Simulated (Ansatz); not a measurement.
## Ge, before and after

The cell of Ge is invented: 4-connected net of one element (Cmme, No. 67). Lengths were set from tabulated atomic sizes, so they are only a guess.

start.xyz

```xyz
4
Lattice="2.2054 -3.8733 0.0000 2.2054 3.8733 0.0000 0.0000 0.0000 4.1765" Properties=species:S:1:pos:R:3 pbc="T T T"
Ge    2.2054   -1.9367    1.4843
Ge    2.2054    1.9367    2.6921
Ge    0.0000    0.0000    0.0000
Ge    2.2054    0.0000    0.0000
```

These are results of DFT PBE, scalar-relativistic, plane waves, PAW (Ansatz), not measurements. Cutoff 420 eV, Gaussian smearing, Γ-centred meshes. Cell and atoms relax first on a coarse mesh and then on a finer one. In between, the cell is made exact in the group found at 0.06 Å. In metals the finer mesh still leaves noise of several meV/atom or more. The steps can't lower the symmetry of their start. No spin polarisation.

end.xyz

```xyz
1
Lattice="2.7109 0.0000 0.0000 0.0000 2.7109 0.0000 0.0000 0.0000 2.7109" Properties=species:S:1:pos:R:3 pbc="T T T"
Ge    0.0000    0.0000    0.0000
```

The symmetry goes from Cmme (No. 67) to Pm-3m (No. 221), and the primitive cell from 4 to 1 atom. The end has the simple cubic type. The volume per atom grows by 11.7 %, from 17.8 to 19.9 Å³. The shortest distance goes from 2.21 Å (Ge–Ge) to 2.71 Å (Ge–Ge). The energy falls by about 0.55 eV/atom (the start's value is from the coarse mesh). The end is written in a standard setting, so origin, axes and order of atoms can differ from the start's.

```yaml
Volume_per_atom: 19.92 Å³
Density: 6.05 g/cm³
Energy_over_the_standard_state: +0.24 eV/atom
Gap_on_the_20×20×20_mesh_of_the_1-atom_cell: 0 eV (a metal)
```

Energies count from the standard state of Ge at the same level. So it is a metastable form at best.

The last run used Gaussian smearing of 0.10 eV. The end has Cmmm (No. 65) at a tolerance of 0.01 Å; the cell shown is made exact in the group found at 0.05 Å. Symmetry constrained the relaxation, so the result can be a saddle point. In all, the 3 runs took 3.5 min on 1 thread of Arm Neoverse V1, on a shared host. Another cell of Ge relaxed alike, in R-3m, lies 236 meV/atom lower, so this cell isn't the stable form at this level.
